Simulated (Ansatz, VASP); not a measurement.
**PbF2: VASP beside Ansatz**

Contents of INCAR:

```
SYSTEM = PbF2
ALGO = Normal
EDIFF = 1E-6
ENCUT = 520
GGA = PE
ISIF = 2
ISMEAR = 0
LASPH = .True.
LCHARG = .False.
LREAL = .False.
LWAVE = .False.
NBANDS = 21
NELM = 100
PREC = Accurate
SIGMA = 0.05
```

KPOINTS

```
k-points
0
Gamma
  8 8 8
  0 0 0
```

POSCAR

```
PbF2
1.0
    0.0185615625      2.9698500000      2.9698500000
    2.9884115625      0.0000000000      2.9884115625
    2.9698500000      2.9698500000      0.0185615625
Pb F
1 2
Direct
    0.0000000000      0.0000000000      0.0000000000
    0.2500000000      0.2500000000      0.2500000000
    0.7500000000      0.7500000000      0.7500000000
```

Input for Ansatz:

```yaml
crystal:
  lattice:
    - [0.0185615625, 2.96985, 2.96985]
    - [2.9884115625, 0.0, 2.9884115625]
    - [2.96985, 2.96985, 0.0185615625]
  atoms:
    - { symbol: Pb, position: [0.0, 0.0, 0.0] }
    - { symbol: F, position: [0.25, 0.25, 0.25] }
    - { symbol: F, position: [0.75, 0.75, 0.75] }
basis:
  ecutwfc: 420
kpoints:
  mp_grid: { grid: [8, 8, 8] }
hamiltonian:
  xc: pbe
scf:
  occupations: { method: gaussian, width: 0.05 }
output:
  forces: true
  stress: true
  eigenvalues: true
```

Change from the starting cell: strain +0.0125 x Voigt [0, 0, 0, 0, 1, 0], atoms carried along.

Alike in both runs: task single point; functional PBE; k mesh 8 × 8 × 8; occupations gaussian, width 0.05 eV; no spin polarisation.

|  | VASP | Ansatz |
| --- | --- | --- |
| version | VASP 6.6.1 | Ansatz 0.2.0 |
| potentials or method | VASP PAW PBE potentials, release 64 (Pb_d, F) | scalar-relativistic, plane waves, PAW |
| plane-wave cutoff (eV) | 520 | 420 |
| valence electrons in the cell | 28 | 28 |

Ansatz gave:

| Quantity | Value |
| --- | --- |
| gap on the k mesh at the Fermi level (eV) | 4.42 |
| least direct gap on the mesh (eV) | 4.56 |
| pressure (GPa) | 2.2 |
| largest component of the traceless stress (GPa) | 0.40 |
| rms of the force components (eV/Å) | 0.016 |

Question: Estimate VASP's values.

Answer: gap on the k mesh at the Fermi level (eV): 4.42; least direct gap on the mesh (eV): 4.56; pressure (GPa): 2.0; largest component of the traceless stress (GPa): 0.41; rms of the force components (eV/Å): 0.017.

Atom by atom the forces differ by 0.000 eV/Å (rms over components).

Caveats: spin-orbit coupling is left out, which as a rule narrows the gap of such compounds by several tenths of an eV. A k mesh can miss the band edges.
